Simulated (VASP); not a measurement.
Input of a VASP 6.6.1 run:

The input POSCAR:

```
Ge
1.0
    0.0000000000      2.8290000000      2.8290000000
    2.8290000000      0.0000000000      2.8290000000
    2.8290000000      2.8290000000      0.0000000000
Ge
2
Direct
    0.0000000000      0.0000000000      0.0000000000
    0.2500000000      0.2500000000      0.2500000000
```

Contents of INCAR.step1:

```
SYSTEM = Ge
  PREC = Accurate
  ENCUT = 600
  EDIFF = 1E-8
  ISMEAR = -1
  SIGMA = 0.03
  LREAL = .False.
  LASPH = .True.
  NELM = 80
  ALGO = Normal
  ISIF = 3
  LWAVE = .False.
  LCHARG = .False.
  GGA = PS
  NELECT = 27.88679
  IBRION = 2
  NSW = 40
  EDIFFG = -0.002
```

The input INCAR.step2:

```
SYSTEM = Ge
  PREC = Accurate
  ENCUT = 600
  EDIFF = 1E-8
  ISMEAR = -1
  SIGMA = 0.03
  LREAL = .False.
  LASPH = .True.
  NELM = 80
  ALGO = Normal
  ISIF = 2
  LWAVE = .False.
  LCHARG = .False.
  GGA = PS
  NELECT = 27.88679
  IBRION = 8
  NSW = 1
```

File KPOINTS:

```
regular mesh
0
Gamma
  14 14 14
  0 0 0
```

Potentials or basis: VASP PAW PBE potentials, release 64 (Ge_d).

Launch:

```sh
$ cat potpaw_PBE.64/Ge_d/POTCAR > POTCAR
$ cp INCAR.step1 INCAR
$ mpirun -np 1 vasp_std > vasp.out
$ cp CONTCAR POSCAR
$ cp INCAR.step2 INCAR
$ mpirun -np 1 vasp_std > vasp.out
```

Question: Predict the highest phonon frequency at Γ.

Answer: 266 cm⁻¹.

Question: What does it give for the space group after relaxing (to 0.05 Å)?

Answer: Fd-3m (No. 227).

Question: Estimate the relaxed volume.

Answer: 21.65 Å³/atom.

Question: Predict the relaxed cell.

Answer: a = 3.942 Å, b = 3.942 Å, c = 3.942 Å, α = 60.00°, β = 60.00°, γ = 60.00°.

The path:
```
step  energy change (eV)  largest force (eV/Å)  pressure (GPa)  volume (Å³)
   1              0.0000                0.0000           -3.12        45.28
   2             -0.0159                0.0000            1.62        42.45
   3             -0.0201                0.0000            0.01        43.30
```

Caveat: the cell is charged against a uniform background, so pressure and absolute levels hang on convention; the PAW data sets were made with another functional, which shifts forces and pressure a little.
